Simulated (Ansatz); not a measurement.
The guess for BN was made by a generator: 3-connected net, two elements alternating (I-42d, No. 122). Its size is a rough estimate.

```yaml
crystal:
  lattice:
    - [-2.84160, 2.84160, 2.00931]
    - [2.84160, -2.84160, 2.00931]
    - [2.84160, 2.84160, -2.00931]
  atoms:
    - { symbol: B, position: [0.25000, 0.12500, 0.62500] }
    - { symbol: B, position: [0.50000, 0.62500, 0.37500] }
    - { symbol: B, position: [0.87500, 0.50000, 0.12500] }
    - { symbol: B, position: [0.37500, 0.75000, 0.87500] }
    - { symbol: N, position: [0.87500, 0.75000, 0.37500] }
    - { symbol: N, position: [0.37500, 0.50000, 0.62500] }
    - { symbol: N, position: [0.25000, 0.62500, 0.12500] }
    - { symbol: N, position: [0.50000, 0.12500, 0.87500] }
```

The calculation used DFT PBE, scalar-relativistic, plane waves, PAW (Ansatz). Cutoff 420 eV, Gaussian smearing, Γ-centred meshes. Cell and atoms relax first on a coarse mesh and then on a converged one. In between, the cell is made exact in the group found at 0.06 Å. The steps can't lower the symmetry of their start. No spin polarisation.

A guess keeps its type if space group and coordination stay and the shape of the cell changes little (axis ratios within about 15 %, angles within 6°); the volume may change.

Question: Will the relaxed cell still be of the starting type?

Answer: It keeps its type. The symmetry stays I-42d (No. 122). The volume per atom grows by 8.8 %, from 8.1 to 8.8 Å³. The shortest distance goes from 1.42 Å (B–N) to 1.41 Å (B–N). The ratio c/a of the conventional cell changes by a factor of 0.91. Counting neighbours within 15 % of an atom's shortest distance, the start has B 3, N 3 and the end B 3, N 3.

The last run used an 8×8×8 mesh for its 8-atom cell and Gaussian smearing of 0.02 eV. A structure relaxed within its symmetry needn't be a true minimum.
